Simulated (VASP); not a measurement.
# How uniaxial stress along [001] changes GaP (F-43m)

How do the elastic response and the band edges of GaP follow uniaxial stress along [001]?

Main program and level: VASP 6.6.1; LDA; plane waves and PAW (Ga_d, P), in the first sound run; inputs show where later runs differ.

### Step 1. Set-up

The structure is cubic, space group F-43m (No. 216). The conventional cell has a = 5.451 Å, b = 5.451 Å, c = 5.451 Å, α = 90.00°, β = 90.00°, γ = 90.00°. Nearest to Ga lie 4 P at 2.36 Å. Nearest to P lie 4 Ga at 2.36 Å. Farther neighbours are not listed.

Structure file:

```xyz
2
Lattice="0.0000 2.7255 2.7255 2.7255 0.0000 2.7255 2.7255 2.7255 0.0000" Properties=species:S:1:pos:R:3 pbc="T T T"
Ga    0.0000    0.0000    0.0000
P     1.3627    1.3627    1.3627
```

### Step 2. Relax the crystal, LDA

The series starts from the cell that this level prefers, so that zero strain is near zero stress.

This step took 2 runs in a row; the last is shown.

Level: LDA; plane waves and PAW (Ga_d, P).

File INCAR:

```
SYSTEM = GaP
PREC = Accurate
ENCUT = 450
EDIFF = 1E-07
NELM = 120
ISMEAR = 0
SIGMA = 0.02
LREAL = .FALSE.
ALGO = Normal
GGA = CA
NBANDS = 15
LASPH = .TRUE.
LORBIT = 11
LWAVE = .FALSE.
LCHARG = .FALSE.
KPAR = 12
IBRION = 2
NSW = 40
ISIF = 3
EDIFFG = -0.005
POTIM = 0.4
```

File POSCAR:

```
GaP
1.0
    0.0000000000      2.6961434037      2.6961434037
    2.6961434037      0.0000000000      2.6961434037
    2.6961434037      2.6961434037      0.0000000000
Ga P
1 1
Direct
    0.0000000000      0.0000000000      0.0000000000
    0.2500000000      0.2500000000      0.2500000000
```

File KPOINTS:

```
Automatic mesh
0
Gamma
10 10 10
0 0 0
```

Potentials, in the order of the species: Ga_d and P (LDA family, release 64).

Started as:

```bash
$ mpirun -np 12 vasp_std
```

The log of the run:

```text
[banner, memory and clock lines left out]
running   12 mpi-ranks, on    1 nodes
[...]
|                                                                             |
|           W    W    AA    RRRRR   N    N  II  N    N   GGGG   !!!           |
|           W    W   A  A   R    R  NN   N  II  NN   N  G    G  !!!           |
|           W    W  A    A  R    R  N N  N  II  N N  N  G       !!!           |
|           W WW W  AAAAAA  RRRRR   N  N N  II  N  N N  G  GGG   !            |
|           WW  WW  A    A  R   R   N   NN  II  N   NN  G    G                |
|           W    W  A    A  R    R  N    N  II  N    N   GGGG   !!!           |
|                                                                             |
|     For optimal performance we recommend to set                             |
|       NCORE = 2 up to number-of-cores-per-socket                            |
|     NCORE specifies how many cores store one orbital (NPAR=cpu/NCORE).      |
|     This setting can greatly improve the performance of VASP for DFT.       |
[...]
|     Unfortunately you need to use the default for GW and RPA                |
|     calculations (for HF NCORE is supported but not extensively tested      |
|     yet).                                                                   |
|                                                                             |

 LDA part: xc-table for (Slater(with rela. corr.)+CA(PZ))
 , standard interpolation
 POSCAR, INCAR and KPOINTS ok, starting setup
[...]
entering main loop
       N       E                     dE             d eps       ncg     rms          rms(c)
DAV:   1     0.786215806443E+02    0.78622E+02   -0.84974E+03  1418   0.160E+03
DAV:   2    -0.460074842235E+01   -0.83222E+02   -0.79840E+02  1592   0.311E+02
DAV:   3    -0.106835581124E+02   -0.60828E+01   -0.60583E+01  1809   0.682E+01
DAV:   4    -0.107835864633E+02   -0.10003E+00   -0.10000E+00  1678   0.948E+00
[...]
DAV:  11    -0.104526466005E+02   -0.60949E-05   -0.89448E-06  1772   0.444E-02    0.752E-03
DAV:  12    -0.104526463943E+02    0.20619E-06   -0.51934E-07  1747   0.794E-03    0.506E-03
DAV:  13    -0.104526463695E+02    0.24794E-07   -0.21151E-07  1633   0.470E-03
   1 F= -.10452646E+02 E0= -.10452646E+02  d E =-.104526E+02
[...]
reached required accuracy - stopping structural energy minimisation
```

It took 4.6 s on 12 MPI ranks of Intel Xeon 6975P-C (Granite Rapids), shared host; peak memory 1.8 GiB.

The logs omit lines about the potential files and the build; timing stands in the text.

OUTCAR, selected parts (step 2):

```text
  Total       -0.0013630     -0.0013630     -0.0013630      0.0000000      0.0000000      0.0000000
  in kB       -0.0557117     -0.0557117     -0.0557117      0.0000000      0.0000000      0.0000000
  external PRESSURE =      -0.0557117 kB  Pullay stress =       0.0000000 kB

 POSITION                                       TOTAL-FORCE (eV/Angst)
 -----------------------------------------------------------------------------------
      0.00000      0.00000      0.00000        -0.000000     -0.000000     -0.000000
      1.34807      1.34807      1.34807         0.000000      0.000000      0.000000
 -----------------------------------------------------------------------------------
    total drift:                                0.000000      0.000000      0.000000

  FREE ENERGIE OF THE ION-ELECTRON SYSTEM (eV)
  ---------------------------------------------------
  free  energy   TOTEN  =       -10.4526463695 eV

  energy  without entropy=      -10.4526463695  energy(sigma->0) =      -10.45264637

 reached required accuracy - stopping structural energy minimisation

[... 3 further parts left out ...]
[key lines of the parts left out:]
E-fermi :   4.9467
```

This run gave:

```
energy(sigma→0) of the program : -10.4526 eV
stress, compression positive   : xx, yy, zz -0.01, -0.01, -0.01 GPa
volume                         : 39.198 Å³
ionic steps                    : 1
```

### Step 3. Strain across the axis, LDA

One member in full: the axis is strained by 1 %, and the two directions across it are strained alike until their mean stress is under 0.012 GPa or five steps are spent.

This step took 2 runs, each at a new trial strain with the atoms of the one before; the last is shown.

Level: LDA; plane waves and PAW (Ga_d, P); cell typed or built by script.

Edit INCAR of step 2 so:

```diff
@@ -15,7 +15,7 @@
 LCHARG = .FALSE.
-KPAR = 12
-IBRION = 2
-NSW = 40
-ISIF = 3
-EDIFFG = -0.005
-POTIM = 0.4
+KPAR = 3
+IBRION = 1
+NSW = 25
+ISIF = 2
+EDIFFG = -0.004
+POTIM = 0.3
```

File POSCAR:

```
GaP
1.0
    0.0000000000      2.6877272710      2.7231048380
    2.6877272710      0.0000000000      2.7231048380
    2.6877272710      2.6877272710      0.0000000000
Ga P
1 1
Direct
    0.0000000000      0.0000000000      0.0000000000
    0.2500000000      0.2500000000      0.2500000000
```

KPOINTS is that of step 2.

Started as:

```bash
$ mpirun -np 3 vasp_std
```

The log of the run:

```text
[banner, memory and clock lines left out]
running    3 mpi-ranks, on    1 nodes
[...]
LDA part: xc-table for (Slater(with rela. corr.)+CA(PZ))
 , standard interpolation
 POSCAR, INCAR and KPOINTS ok, starting setup
[...]
entering main loop
       N       E                     dE             d eps       ncg     rms          rms(c)
DAV:   1     0.750417863021E+02    0.75042E+02   -0.85557E+03  3155   0.162E+03
DAV:   2    -0.500760923242E+01   -0.80049E+02   -0.76420E+02  3410   0.298E+02
DAV:   3    -0.106876476218E+02   -0.56800E+01   -0.56586E+01  3774   0.660E+01
DAV:   4    -0.107811564484E+02   -0.93509E-01   -0.93485E-01  3917   0.908E+00
[...]
DAV:  11    -0.104514382928E+02   -0.61382E-05   -0.88914E-06  3920   0.441E-02    0.745E-03
DAV:  12    -0.104514380902E+02    0.20266E-06   -0.51339E-07  3733   0.785E-03    0.503E-03
DAV:  13    -0.104514380653E+02    0.24834E-07   -0.21068E-07  3625   0.468E-03
   1 F= -.10451438E+02 E0= -.10451438E+02  d E =-.104514E+02
 BRION: g(F)=  0.115E-47 g(S)=  0.000E+00
 reached required accuracy - stopping structural energy minimisation
```

The job ended after 13 s (3 MPI ranks; peak memory 0.48 GiB).

Parts of OUTCAR (step 3):

```text
  Total        0.0019764      0.0019764     -0.2555400      0.0000000      0.0000000      0.0000000
  in kB        0.0804859      0.0804859    -10.4065006      0.0000000      0.0000000      0.0000000
  external PRESSURE =      -3.4151762 kB  Pullay stress =       0.0000000 kB

 POSITION                                       TOTAL-FORCE (eV/Angst)
 -----------------------------------------------------------------------------------
      0.00000      0.00000      0.00000         0.000000     -0.000000     -0.000000
      1.34386      1.34386      1.36155         0.000000      0.000000      0.000000
 -----------------------------------------------------------------------------------
    total drift:                                0.000000      0.000000      0.000000

  FREE ENERGIE OF THE ION-ELECTRON SYSTEM (eV)
  ---------------------------------------------------
  free  energy   TOTEN  =       -10.4514380653 eV

  energy  without entropy=      -10.4514380653  energy(sigma->0) =      -10.45143807

[... 1 part as in an earlier step ...]

[... 3 further parts left out ...]
[key lines of the parts left out:]
E-fermi :   4.9517
```

Read from the output:

- energy(sigma→0) of the program: -10.4514 eV
- stress, compression positive: xx, yy, zz 0.01, 0.01, -1.04 GPa
- ionic steps: 1

### Step 4. Band edges, TB-mBJ with spin-orbit coupling

Short lines in KPOINTS_OPT sample the zone centre along and across the axis, for masses, and the other valleys.

Level: TB-mBJ, spin-orbit coupling; plane waves and PAW (Ga_d, P); cell typed or built by script.

TB-mBJ has no energy functional, so the total energy, stress and pressure in this output mean nothing.

File INCAR:

```
SYSTEM = GaP
PREC = Accurate
ENCUT = 450
EDIFF = 1E-06
NELM = 150
ISMEAR = 0
SIGMA = 0.02
LREAL = .FALSE.
ALGO = Normal
METAGGA = MBJ
LASPH = .TRUE.
LNONCOLLINEAR = .TRUE.
MAGMOM = 0 0 0 0 0 0
NBANDS = 28
GGA_COMPAT = .FALSE.
LSORBIT = .TRUE.
LWAVE = .FALSE.
LCHARG = .FALSE.
KPAR = 3
```

POSCAR is that of step 3.

File KPOINTS:

```
Automatic mesh
0
Gamma
8 8 8
0 0 0
```

File KPOINTS_OPT:

```
Line mode
6
Line-mode
Reciprocal
  0.00000000   0.00000000   0.00000000
  0.02166978   0.02166978   0.00000000

  0.00000000   0.00000000   0.00000000
  0.00000000  -0.02138825  -0.02138825

  0.31000000   0.31000000   0.00000000
  0.50000000   0.50000000   0.00000000

  0.00000000   0.31000000   0.31000000
  0.00000000   0.50000000   0.50000000

  0.45000000   0.45000000   0.45000000
  0.50000000   0.50000000   0.50000000

  0.45000000   0.00000000   0.00000000
  0.50000000   0.00000000   0.00000000

  0.42500000   0.42500000   0.00000000
  0.42500000   0.44638825   0.02138825

  0.50000000   0.50000000   0.50000000
  0.48487622   0.51512378   0.50000000
```

Started as:

```bash
$ mpirun -np 3 vasp_ncl
```

The log of the run:

```text
[banner, memory and clock lines left out]
running    3 mpi-ranks, on    1 nodes
[...]
|                                                                             |
|               ----> ADVICE to this user running VASP <----                  |
|                                                                             |
|     You enforced a specific xc type in the INCAR file but a different       |
|     [... a line on the potential file left out ...]
|     I HOPE YOU KNOW WHAT YOU ARE DOING!                                     |
|                                                                             |

 LDA part: xc-table for (None), standard interpolation
 POSCAR, INCAR and KPOINTS ok, starting setup
[...]
entering main loop
       N       E                     dE             d eps       ncg     rms          rms(c)
DAV:   1     0.937657075908E+02    0.93766E+02   -0.77930E+03  5208   0.173E+03
DAV:   2    -0.161715162405E+02   -0.10994E+03   -0.10452E+03  5212   0.398E+02
DAV:   3    -0.294259691677E+02   -0.13254E+02   -0.13064E+02  5772   0.109E+02
DAV:   4    -0.298251333019E+02   -0.39916E+00   -0.39800E+00  5948   0.197E+01
[...]
DAV:  31    -0.282149675331E+02   -0.37943E-05   -0.12690E-10  2584   0.143E-04    0.169E-04
DAV:  32    -0.282149743994E+02   -0.68664E-05   -0.74239E-11  2584   0.885E-05    0.169E-04
DAV:  33    -0.282149746613E+02   -0.26182E-06   -0.34917E-11  2572   0.633E-05
   1 F= -.28214975E+02 E0= -.28214975E+02  d E =-.199035E-14  mag=     0.0000    -0.0000     0.0000
 Start KPOINTS_OPT (optional k-point list driver)
k-point batch [1-48\48]
       N       E                     dE             ncg
DAV:   1     0.172649830769E+04   -0.16955E+05     2884
DAV:   2    -0.370663498651E+04   -0.54331E+04     2788
DAV:   3    -0.439018439593E+04   -0.68355E+03     3304
DAV:   4    -0.441064831700E+04   -0.20464E+02     3144
DAV:   5    -0.441110185157E+04   -0.45353E+00     3348
DAV:   6    -0.441112208243E+04   -0.20231E-01     3972
DAV:   7    -0.441112239255E+04   -0.31012E-03     3476
DAV:   8    -0.441112239463E+04   -0.20809E-05     2604
DAV:   9    -0.441112239494E+04   -0.30583E-06     2220
```

Elapsed: 3.4 min, on 3 MPI ranks; peak memory 1.2 GiB.

Parts of OUTCAR (step 4):

```text
  LATTYP: Found a body centered tetragonal cell.
 ALAT       =     3.8010203586
 C/A-ratio  =     1.4328283361

 Subroutine GETGRP returns: Found  8 space group operations
 (whereof  8 operations were pure point group operations)

The static configuration has the point symmetry D_2d.

 Found     87 irreducible k-points:

   k-points           NKPTS =     87   k-points in BZ     NKDIM =     87   number of bands    NBANDS=     28

   dimension x,y,z NGX =    28 NGY =   28 NGZ =   28
   dimension x,y,z NGXF=    56 NGYF=   56 NGZF=   56

   ENCUT  =  450.0 eV  33.07 Ry    5.75 a.u.   6.62  6.62  6.57*2*pi/ulx,y,z

   NELECT =      18.0000    total number of electrons

 E-fermi :   5.0435

 k-point     1 :       0.0000    0.0000    0.0000
  band No.  band energies     occupation
    ...
     14       4.8205      1.00000
     15       4.9140      1.00000
     16       4.9140      1.00000
     17       4.9473      1.00000
     18       4.9473      1.00000
     19       8.0756      0.00000
     20       8.0756      0.00000
     21       9.3886      0.00000
     22       9.3886      0.00000
     23       9.5502      0.00000
    ...

 k-point     2 :       0.1250   -0.0000    0.0000
  band No.  band energies     occupation
    ...
     14       3.4809      1.00000
     15       4.6385      1.00000
     16       4.6393      1.00000
     17       4.7226      1.00000
     18       4.7257      1.00000
     19       8.4664      0.00000
     20       8.4670      0.00000
     21       9.7779      0.00000
     22       9.7907      0.00000
     23       9.8989      0.00000
    ...

  Total      -93.2972129    -93.2972129    -93.7360794      0.0000000      0.0000000      0.0000000
  in kB    -3799.3954570  -3799.3954570  -3817.2676695      0.0000000      0.0000000      0.0000000
  external PRESSURE =   -3805.3528612 kB  Pullay stress =       0.0000000 kB

 POSITION                                       TOTAL-FORCE (eV/Angst)
 -----------------------------------------------------------------------------------
      0.00000      0.00000      0.00000        -0.000000     -0.000000     -0.000000
      1.34386      1.34386      1.36155         0.000000      0.000000      0.000000
 -----------------------------------------------------------------------------------
    total drift:                                0.000002      0.000002      0.000001

  FREE ENERGIE OF THE ION-ELECTRON SYSTEM (eV)
  ---------------------------------------------------
  free  energy   TOTEN  =       -28.2149746613 eV

  energy  without entropy=      -28.2149746613  energy(sigma->0) =      -28.21497466

 Spin-Orbit-Coupling matrix elements
 Ion:    1  E_soc:     -0.0112185
 Ion:    2  E_soc:     -0.0009338

[... 1 part as in an earlier step ...]

[... 7 further parts left out ...]
```

### Step 5. Band edges, r2SCAN with spin-orbit coupling

Short lines in KPOINTS_OPT sample the zone centre along and across the axis, for masses, and the other valleys.

Level: r2SCAN, spin-orbit coupling; plane waves and PAW (Ga_d, P); cell typed or built by script.

Edit INCAR of step 4 so:

```diff
@@ -4,3 +4,3 @@
 EDIFF = 1E-06
-NELM = 150
+NELM = 100
 ISMEAR = 0
@@ -9,3 +9,3 @@
 ALGO = Normal
-METAGGA = MBJ
+METAGGA = R2SCAN
 LASPH = .TRUE.
```

POSCAR is that of step 4.

KPOINTS is that of step 4.

KPOINTS_OPT is that of step 4.

Started as:

```bash
$ mpirun -np 3 vasp_ncl
```

The log of the run:

```text
[banner, memory and clock lines left out]
running    3 mpi-ranks, on    1 nodes
[...]
[... a notice as in an earlier step ...]

 LDA part: xc-table for (None), standard interpolation
 POSCAR, INCAR and KPOINTS ok, starting setup
[...]
entering main loop
       N       E                     dE             d eps       ncg     rms          rms(c)
DAV:   1    -0.517893665328E+02   -0.51789E+02   -0.81095E+03  5212   0.180E+03
DAV:   2    -0.167480357354E+03   -0.11569E+03   -0.11020E+03  5240   0.424E+02
DAV:   3    -0.181878248348E+03   -0.14398E+02   -0.14193E+02  5844   0.116E+02
DAV:   4    -0.182334095370E+03   -0.45585E+00   -0.45446E+00  5872   0.217E+01
[...]
DAV:  12    -0.180088253257E+03    0.49526E-06   -0.16713E-05  5192   0.442E-02    0.465E-03
DAV:  13    -0.180088254409E+03   -0.11522E-05   -0.98991E-07  4400   0.181E-02    0.192E-03
DAV:  14    -0.180088255030E+03   -0.62121E-06   -0.14675E-07  3016   0.413E-03
   1 F= -.18008826E+03 E0= -.18008826E+03  d E =-.642955E-15  mag=    -0.0000     0.0000    -0.0000
 Start KPOINTS_OPT (optional k-point list driver)
k-point batch [1-48\48]
       N       E                     dE             ncg
DAV:   1     0.152446740456E+04   -0.17157E+05     2880
DAV:   2    -0.403403568428E+04   -0.55585E+04     2784
DAV:   3    -0.475210245236E+04   -0.71807E+03     3360
DAV:   4    -0.477486608348E+04   -0.22764E+02     3176
DAV:   5    -0.477547578366E+04   -0.60970E+00     3452
DAV:   6    -0.477550587179E+04   -0.30088E-01     3944
DAV:   7    -0.477550627780E+04   -0.40601E-03     3564
DAV:   8    -0.477550628350E+04   -0.57051E-05     2920
DAV:   9    -0.477550628390E+04   -0.39671E-06     2180
```

It took 5.7 min on 3 MPI ranks; peak memory 1.2 GiB; 17 min of CPU time.

(Part 1 of 2 ends here.)

[Lines on the potential files, build, host, timing and source positions are cut from VASP's logs without a mark.]

[Logs are printed without paths, hosts, clocks, repeated set-up lines and the standing remarks that a program may print on its own settings, such as how far it seeks lower states.]

[Hosts, paths, dates, database ids (printed as entryN), source tags and the programs' standing remarks are cut or masked in the printed files.]

[In band tables of VASP the shares of atoms and orbitals are scaled to a sum of 1 inside the atoms' spheres.]
